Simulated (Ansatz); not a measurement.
Crystal: Sb.

```xyz
1
Lattice="-1.5765 1.5765 2.7119 1.5765 -1.5765 2.7119 1.5765 1.5765 -2.7119" Properties=species:S:1:pos:R:3 pbc="T T T"
Sb    0.0000    0.0000    0.0000
```

This isn't the form of Sb at room conditions, which is rhombohedral.

| Quantity | Value |
| --- | --- |
| Program | Ansatz 0.2.0 |
| Task | relaxation of cell and atoms |
| Functional | PBE0 |
| Potentials or basis | Ansatz PAW |
| Cutoff | 420 eV (not typed: the program's choice for these potentials) |
| k mesh | 6 × 6 × 6 |
| Occupations | fermi-dirac, width 0.05 eV |
| Spin | no spin polarisation |

At the start: volume 26.96 Å³/atom.

Where does the relaxation end?

It ends after 4 steps and the volume is 26.57 Å³/atom (-1.5 %); space group I4/mmm (No. 139, to 0.05 Å).

Step by step:
| step | energy change (eV) | largest force (eV/Å) | volume (Å³) |
| --- | --- | --- | --- |
| 1 | 0.0000 | 0.0000 | 26.96 |
| 2 | -0.0047 | 0.0000 | 26.53 |
| 3 | -0.0051 | 0.0000 | 26.57 |
| 4 | -0.0050 | 0.0000 | 26.57 |

Final structure:
```
CELL_PARAMETERS angstrom
-1.58154 1.58154 2.65543
1.58154 -1.58154 2.65543
1.58154 1.58154 -2.65543
ATOMIC_POSITIONS crystal
Sb 0.00000 0.00000 0.00000
```

Caveat: the k mesh is coarse (spacing up to 0.47 Å⁻¹), so the values aren't converged, least of all with exact exchange; the plane-wave basis is chosen anew once the cell has moved, so the energies of steps on either side of that aren't comparable; the PAW data sets come from PBE, with cores solved anew for the run's functional, which leaves a small shift of forces and pressure.
